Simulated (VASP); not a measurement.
# In (Im-3m) in VASP: notebook

One crystal, In, is run at these levels: PBE; tasks: single point.

Program: VASP 6.6.1. These are calculated values, not measurements. Logs are shortened: lines on timing, memory, paths and dates and some standing lists are left out, and cuts for length are marked.

## 1. Starting point

It takes space group Im-3m (No. 229, cubic). Conventional cell: a = 3.608 Å, b = 3.608 Å, c = 3.608 Å, α = 90.00°, β = 90.00°, γ = 90.00°. Around In (site symmetry m-3m) lie 8 In at 3.12 Å.

This isn't the form of In at room conditions, which is tetragonal.

## 2. Single point, PBE

File INCAR:

```
SYSTEM = In
PREC = Accurate ; ENCUT = 520
EDIFF = 1E-6 ; ISMEAR = -1
SIGMA = 0.05 ; LREAL = .False.
LASPH = .True. ; NELM = 80
ALGO = Normal ; ISIF = 2
LWAVE = .False. ; LCHARG = .False.
GGA = PE ; NBANDS = 12
```

File KPOINTS:

```
Automatic mesh
0
Gamma
  9 9 9
  0 0 0
```

File POSCAR:

```
In
1.0
   -1.8039935333      1.8039935333      1.8039935333
    1.8039935333     -1.8039935333      1.8039935333
    1.8039935333      1.8039935333     -1.8039935333
In
1
Direct
    0.0000000000      0.0000000000      0.0000000000
```

Potentials or basis: VASP PAW PBE potentials, release 64 (In_d).

The run is started by

```bash
cat potpaw_PBE.64/In_d/POTCAR > POTCAR
mpirun -np 1 vasp_std > vasp.out
```

OUTCAR:

```text
SYSTEM = In
   PREC = Accurate
   ENCUT = 520
   EDIFF = 1E-6
   ISMEAR = -1
   LREAL = .False.
   LASPH = .True.
   NELM = 80
   ISIF = 2
   GGA = PE

 ion  position               nearest neighbor table
   1  0.000  0.000  0.000-

  LATTYP: Found a body centered cubic cell.
 ALAT       =     3.6079870666

  Lattice vectors:

 A1 = (  -1.8039935333,   1.8039935333,   1.8039935333)
 A2 = (   1.8039935333,  -1.8039935333,   1.8039935333)
 A3 = (   1.8039935333,   1.8039935333,  -1.8039935333)

Analysis of symmetry for initial positions (statically):
=====================================================================
 Subroutine PRICEL returns:
 Original cell was already a primitive cell.

 Routine SETGRP: Setting up the symmetry group for a
 body centered cubic supercell.

 Subroutine GETGRP returns: Found 48 space group operations
 (whereof 48 operations were pure point group operations)
 out of a pool of 48 trial point group operations.

The static configuration has the point symmetry O_h .

Analysis of symmetry for dynamics (positions and initial velocities):
=====================================================================
 Subroutine PRICEL returns:
 Original cell was already a primitive cell.

 Routine SETGRP: Setting up the symmetry group for a
 body centered cubic supercell.

 Subroutine GETGRP returns: Found 48 space group operations
 (whereof 48 operations were pure point group operations)
 out of a pool of 48 trial point group operations.

The dynamic configuration has the point symmetry O_h .

 Subroutine INISYM returns: Found 48 space group operations
 (whereof 48 operations are pure point group operations),
 and found     1 'primitive' translations

----------------------------------------------------------------------------------------

                                     Primitive cell

  volume of cell :      23.4836

  direct lattice vectors                    reciprocal lattice vectors
    -1.803993533  1.803993533  1.803993533     0.000000000  0.277162856  0.277162856
     1.803993533 -1.803993533  1.803993533     0.277162856  0.000000000  0.277162856
     1.803993533  1.803993533 -1.803993533     0.277162856  0.277162856  0.000000000

  length of vectors
     3.124608456  3.124608456  3.124608456     0.391967470  0.391967470  0.391967470

  position of ions in fractional coordinates (direct lattice)
     0.000000000  0.000000000  0.000000000

  ion indices of the primitive-cell ions
   primitive index   ion index
                 1           1

----------------------------------------------------------------------------------------

 KPOINTS: Automatic mesh

Automatic generation of k-mesh.
 Grid dimensions read from file:
 generate k-points for:    9    9    9

 Generating k-lattice:

  Cartesian coordinates                     Fractional coordinates (reciprocal lattice)
     0.000000000  0.030795873  0.030795873     0.111111111  0.000000000  0.000000000
     0.030795873  0.000000000  0.030795873     0.000000000  0.111111111  0.000000000
     0.030795873  0.030795873  0.000000000     0.000000000  0.000000000  0.111111111

  Length of vectors
     0.043551941  0.043551941  0.043551941

  Shift w.r.t. Gamma in fractional coordinates (k-lattice)
     0.000000000  0.000000000  0.000000000

 Subroutine IBZKPT returns following result:
 ===========================================

 Found     35 irreducible k-points:

 Following reciprocal coordinates:
            Coordinates               Weight
  0.000000  0.000000  0.000000      1.000000
  0.111111  0.000000  0.000000     12.000000
  0.222222  0.000000  0.000000     12.000000
  0.333333  0.000000  0.000000     12.000000
  0.444444  0.000000  0.000000     12.000000
  0.111111  0.111111  0.000000     24.000000
[... 16 lines left out ...]
 -0.333333  0.444444  0.111111     48.000000
 -0.444444 -0.444444  0.111111     24.000000
 [... further k-points ...]
   k-points           NKPTS =     35   k-points in BZ     NKDIM =     35   number of bands    NBANDS=     12
   number of dos      NEDOS =    301   number of ions     NIONS =      1
   total plane-waves  NPLWV =  13824
   dimension x,y,z NGX =    24 NGY =   24 NGZ =   24
   dimension x,y,z NGXF=    48 NGYF=   48 NGZF=   48
   ions per type =               1
   NGX,Y,Z   is equivalent  to a cutoff of  12.77, 12.77, 12.77 a.u.
   NGXF,Y,Z  is equivalent  to a cutoff of  25.54, 25.54, 25.54 a.u.
 SYSTEM =  In
   PREC   = accura    normal or accurate (medium, high low for compatibility)
   ISTART =      0    job   : 0-new  1-cont  2-samecut
   ICHARG =      2    charge: 1-file 2-atom 10-const
   ISPIN  =      1    spin polarized calculation?
   LNONCOLLINEAR =      F non collinear calculations
   LSORBIT =      F    spin-orbit coupling
   LASPH  =      T    aspherical Exc in radial PAW
   ENCUT  =  520.0 eV  38.22 Ry    6.18 a.u.   5.81  5.81  5.81*2*pi/ulx,y,z
   NELM   =     80;   NELMIN=  2; NELMDL= -5     # of ELM steps
   EDIFF  = 0.1E-05   stopping-criterion for ELM
   LREAL  =      F    real-space projection
   EDIFFG = 0.1E-04   stopping-criterion for IOM
   NSW    =      0    number of steps for IOM
   IBRION =     -1    ionic relax: 0-MD 1-quasi-New 2-CG
   NFREE  =      0    steps in history (QN), initial steepest desc. (CG)
   ISIF   =      2    stress and relaxation
   ISYM   =      2    0-nonsym 1-usesym 2-fastsym
   POTIM  = 0.5000    time-step for ionic-motion
   TEBEG  =    0.0;   TEEND  =   0.0 temperature during run
   PSTRESS=    0.0 pullay stress
   NELECT =      13.0000    total number of electrons
   NUPDOWN=      -1.0000    fix difference up-down
   EMIN   =  10.00;   EMAX   =-10.00  energy-range for DOS
   EFERMI =   0.00;   METHOD = LEGACY
   ISMEAR =    -1;   SIGMA  =   0.05  broadening in eV -4-tet -1-fermi 0-gaus
   EFERMI_NEDOS =   21; number of points for ismear=-14 and -15
   IALGO  =     38    algorithm
   IMIX   =      4    mixing-type and parameters
     AMIX     =   0.40;   BMIX     =  1.00
     AMIX_MAG =   1.60;   BMIX_MAG =  1.00
  volume/ion in A,a.u.               =      23.48       158.48
  Fermi-wavevector in a.u.,A,eV,Ry     =   1.344212  2.540192 24.584433  1.806905
  Thomas-Fermi vector in A             =   2.472223
   LORBIT       =      0    0 simple, 1 ext, 2 COOP (PROOUT), +10 PAW based schemes
   GGA     = PE    functional components
   LHFCALC =     F    Hartree Fock is set to
   AEXX    =    0.0000 exact exchange contribution
   IVDW    =     0    specifies the selected vdW correction
   LEPSILON=     F    determine dielectric tensor
   LRPA    =     F    only Hartree local field effects (RPA)
 non-spin polarized calculation
  energy-cutoff  :      520.00
  volume of cell :       23.48
 maximum number of plane-waves:       643
   NGX = 11   NGY = 11   NGZ = 11

 number of electron      13.0000010 magnetization

 Free energy of the ion-electron system (eV)
  ---------------------------------------------------
  ext. energy  EPLUGINS =         0.00000000
  ---------------------------------------------------
  free energy    TOTEN  =        -2.44245346 eV

  energy without entropy =       -2.43469189  energy(sigma->0) =       -2.43857267

 E-fermi :   8.9748     XC(G=0): -10.7794

 val. band max:        8.9034743315   @ k =  -0.3333  -0.4444   0.1111
 cond. band min:       9.0051865897   @ k =  -0.3333   0.4444   0.1111
 fundamental gap:      0.1017122581
 Fermi energy:         8.9747734970

 k-point     1 :       0.0000    0.0000    0.0000
  band No.  band energies     occupation
      1      -6.0098      2.00000
      2      -6.0098      2.00000
      3      -6.0098      2.00000
      4      -5.6455      2.00000
      5      -5.6455      2.00000
      6      -1.5035      2.00000
      7      21.2056      0.00000
      8      21.2056      0.00000
      9      21.2056      0.00000
     10      22.1437      0.00000
     11      22.1437      0.00000
     12      22.1437      0.00000

 k-point     2 :       0.1111    0.0000    0.0000
  band No.  band energies     occupation
      1      -6.0279      2.00000
      2      -5.9965      2.00000
      3      -5.9441      2.00000
      4      -5.6641      2.00000
      5      -5.6458      2.00000
      6      -1.1909      2.00000
      7      18.2477      0.00000
      8      19.8178      0.00000
      9      20.2094      0.00000
     10      21.3489      0.00000
     11      21.4848      0.00000
     12      22.2556      0.00000

 k-point     3 :       0.2222    0.0000    0.0000
  band No.  band energies     occupation
      1      -6.0737      2.00000
      2      -5.9891      2.00000
      3      -5.7735      2.00000
      4      -5.6943      2.00000
      5      -5.6462      2.00000
      6      -0.2351      2.00000
      7      13.9706      0.00000
      8      17.8011      0.00000
      9      18.5429      0.00000
     10      20.5668      0.00000
     11      20.6185      0.00000
     12      23.2736      0.00000

 k-point     4 :       0.3333    0.0000    0.0000
  band No.  band energies     occupation
      1      -6.1253      2.00000
      2      -6.0328      2.00000
      3      -5.6890      2.00000
      4      -5.6458      2.00000
      5      -5.5716      2.00000
      6       1.3846      2.00000
      7      10.0171      0.00000
      8      16.2299      0.00000
      9      17.2857      0.00000
     10      19.9213      0.00000
     11      20.1394      0.00000
     12      24.9447      0.00000

 k-point     5 :       0.4444    0.0000    0.0000
  band No.  band energies     occupation
      1      -6.1587      2.00000
      2      -6.0833      2.00000
      3      -5.6686      2.00000
      4      -5.6450      2.00000
      5      -5.4347      2.00000
      6       3.6557      2.00000
      7       6.5602      2.00000
      8      15.3814      0.00000
      9      16.6298      0.00000
     10      19.6001      0.00000
     11      19.9250      0.00000
     12      26.8723      0.00000
[... 228 lines left out ...]
      1      -6.0005      2.00000
      2      -5.9269      2.00000
      3      -5.7751      2.00000
      4      -5.7184      2.00000
      5      -5.6410      2.00000
      6       1.3726      2.00000
      7      12.2954      0.00000
      8      13.1884      0.00000
      9      17.3865      0.00000
     10      18.7586      0.00000
     11      21.6998      0.00000
     12      25.2092      0.00000

 k-point    22 :      -0.4444    0.4444    0.1111
  band No.  band energies     occupation
      1      -6.0841      2.00000
      2      -6.0455      2.00000
      3      -5.7185      2.00000
      4      -5.6867      2.00000
      5      -5.4417      2.00000
      6       3.9622      2.00000
      7       6.8690      2.00000
      8      14.2222      0.00000
      9      15.7060      0.00000
     10      21.1219      0.00000
     11      21.2371      0.00000
     12      23.3726      0.00000

 k-point    23 :      -0.3333    0.4444    0.1111
  band No.  band energies     occupation
      1      -6.0267      2.00000
      2      -5.9615      2.00000
      3      -5.7714      2.00000
      4      -5.7080      2.00000
      5      -5.5152      2.00000
      6       3.3070      2.00000
      7       9.0052      0.70491
      8      11.8647      0.00000
      9      16.8781      0.00000
     10      19.7047      0.00000
     11      21.4050      0.00000
     12      25.0369      0.00000

 k-point    24 :      -0.4444   -0.4444    0.1111
  band No.  band energies     occupation
      1      -6.0423      2.00000
      2      -5.9784      2.00000
      3      -5.7909      2.00000
      4      -5.6804      2.00000
      5      -5.4589      2.00000
      6       5.5934      2.00000
      7       6.1674      2.00000
      8      11.4985      0.00000
      9      16.6067      0.00000
     10      20.3186      0.00000
     11      22.3555      0.00000
     12      22.7891      0.00000

 [... further k-points ...]

------------------------ aborting loop because EDIFF is reached ----------------------------------------

  FORCE on cell =-STRESS in cart. coord.  units (eV):
  Direction    XX          YY          ZZ          XY          YZ          ZX
  --------------------------------------------------------------------------------------
  -------------------------------------------------------------------------------------
  Total        1.3155351      1.3155351      1.3155351      0.0000000     -0.0000000      0.0000000
  in kB       89.7528226     89.7528226     89.7528226      0.0000000     -0.0000000      0.0000000
  external PRESSURE =      89.7528226 kB  Pullay stress =       0.0000000 kB

 VOLUME and BASIS-vectors are now :
 -----------------------------------------------------------------------------
  energy-cutoff  :      520.00
  volume of cell :       23.48
      direct lattice vectors                 reciprocal lattice vectors
    -1.803993533  1.803993533  1.803993533     0.000000000  0.277162856  0.277162856
     1.803993533 -1.803993533  1.803993533     0.277162856  0.000000000  0.277162856
     1.803993533  1.803993533 -1.803993533     0.277162856  0.277162856  0.000000000

 POSITION                                       TOTAL-FORCE (eV/Angst)
 -----------------------------------------------------------------------------------
      0.00000      0.00000      0.00000         0.000000     -0.000000     -0.000000
 -----------------------------------------------------------------------------------
    total drift:                                0.000000      0.000000     -0.000000

  FREE ENERGIE OF THE ION-ELECTRON SYSTEM (eV)
  ---------------------------------------------------
  free  energy   TOTEN  =        -2.4424534555 eV

  energy  without entropy=       -2.4346918857  energy(sigma->0) =       -2.43857267
```

Wall time 5.1 s (1 thread of Intel Xeon Platinum 8559C (Emerald Rapids), shared host); peak memory 0.14 GiB.

What came out:

```yaml
Free_energy: -2.4425 eV
Pressure: 9.0 GPa
Band_gap_on_the_k_mesh: none (metal or under the smearing width)
```

Levels at points of the mesh, in eV from the Fermi level:
| k point | band 2 | band 3 | band 4 | band 5 | band 6 | band 7 | band 8 | band 9 | band 10 | band 11 |
| --- | --- | --- | --- | --- | --- | --- | --- | --- | --- | --- |
| (0.00, 0.00, 0.00) | -14.98 | -14.98 | -14.62 | -14.62 | -10.48 | 12.23 | 12.23 | 12.23 | 13.17 | 13.17 |

## 3. Single point, PBE

This run uses another cell than the first one, of 25.62 Å³/atom, 1.091 times its volume.

File INCAR:

```
ALGO = Normal ; EDIFF = 1E-7
ENCUT = 520 ; GGA = PE
ISIF = 2 ; ISMEAR = -1
LASPH = T ; LCHARG = F
LREAL = F ; LWAVE = F
NBANDS = 12 ; NELM = 60
PREC = Accurate ; SIGMA = 0.05
```

File KPOINTS:

```
k-points
0
Gamma
  9 9 9
```

File POSCAR:

```
In
1.0
   -1.8570823541      1.8570823541      1.8570823541
    1.8570823541     -1.8570823541      1.8570823541
    1.8570823541      1.8570823541     -1.8570823541
In
1
Direct
    0.0000000000      0.0000000000      0.0000000000
```

Potentials or basis: VASP PAW PBE potentials, release 64 (In_d).

The run is started by

```bash
cat potpaw_PBE.64/In_d/POTCAR > POTCAR
mpirun -np 1 vasp_std > vasp.out
```

Wall time 5.6 s (1 thread of Intel Xeon Platinum 8559C (Emerald Rapids), shared host); peak memory 0.14 GiB.

Results (log left out):

```
Free energy            : -2.5253 eV
Pressure               : 3.7 GPa
Band gap on the k mesh : none (metal or under the smearing width)
```

Levels at points of the mesh, in eV from the Fermi level:
| k point | band 2 | band 3 | band 4 | band 5 | band 6 | band 7 | band 8 | band 9 | band 10 | band 11 |
| --- | --- | --- | --- | --- | --- | --- | --- | --- | --- | --- |
| (0.00, 0.00, 0.00) | -14.82 | -14.82 | -14.53 | -14.53 | -9.80 | 11.24 | 11.24 | 11.24 | 12.96 | 12.96 |

## 4. Single point, PBE

This run uses another cell than the first one, of 28.82 Å³/atom, 1.227 times its volume.

File INCAR:

```
SYSTEM = In
PREC     = Accurate       ! precision mode
ENCUT    = 520            ! plane-wave cutoff, eV
EDIFF    = 1E-7           ! SCF threshold, eV
ISMEAR   = -1             ! smearing method
SIGMA    = 0.05           ! smearing width, eV
LREAL    = .False.        ! projectors in reciprocal space
LASPH    = .True.         ! aspherical terms in the spheres
NELM     = 100            ! most SCF steps
ALGO     = Normal         ! electronic algorithm
ISIF     = 2              ! what is computed and relaxed
LWAVE    = .False.        ! write WAVECAR
LCHARG   = .False.        ! write CHGCAR
GGA      = PE             ! functional
NBANDS   = 12             ! bands
```

File KPOINTS:

```
regular mesh
0
Gamma
  9 9 9
  0 0 0
```

File POSCAR:

```
In
1.0
   -1.9314434814      1.9314434814      1.9314434814
    1.9314434814     -1.9314434814      1.9314434814
    1.9314434814      1.9314434814     -1.9314434814
In
1
Direct
    0.0000000000      0.0000000000      0.0000000000
```

The run is started by

```bash
cat potpaw_PBE.64/In_d/POTCAR > POTCAR
mpirun -np 1 vasp_std > vasp.out
```

Run time: 8.5 s. Hardware: 1 thread of Intel Xeon Platinum 8559C (Emerald Rapids), shared host; peak memory 0.15 GiB.

Results (log left out):

```
Free energy            : -2.5501 eV
Pressure               : -0.9 GPa
Band gap on the k mesh : none (metal or under the smearing width)
```

Levels at points of the mesh, in eV from the Fermi level:
| k point | band 3 | band 4 | band 5 | band 6 | band 7 | band 8 | band 9 | band 10 |
| --- | --- | --- | --- | --- | --- | --- | --- | --- |
| (0.00, 0.00, 0.00) | -14.64 | -14.42 | -14.42 | -8.96 | 10.03 | 10.03 | 10.03 | 12.64 |

## 5. Summary

```tsv
cell	gap on the mesh (eV)	pressure (GPa)
Im-3m, 23.48 Å³/atom	none	9.0
Im-3m, 25.62 Å³/atom	none	3.7
Im-3m, 28.82 Å³/atom	none	-0.9
```

Alike in all rows: task single point; level PBE; potentials or basis VASP PAW PBE potentials, release 64 (In_d); no spin polarisation; k mesh 9 × 9 × 9; cutoff (eV) 520; smearing fermi-dirac 0.05 eV.

Every run on the cell as given and a fine mesh finds a metal.

Total energies depend on the potentials used, so only differences within one code and one set of settings carry meaning.
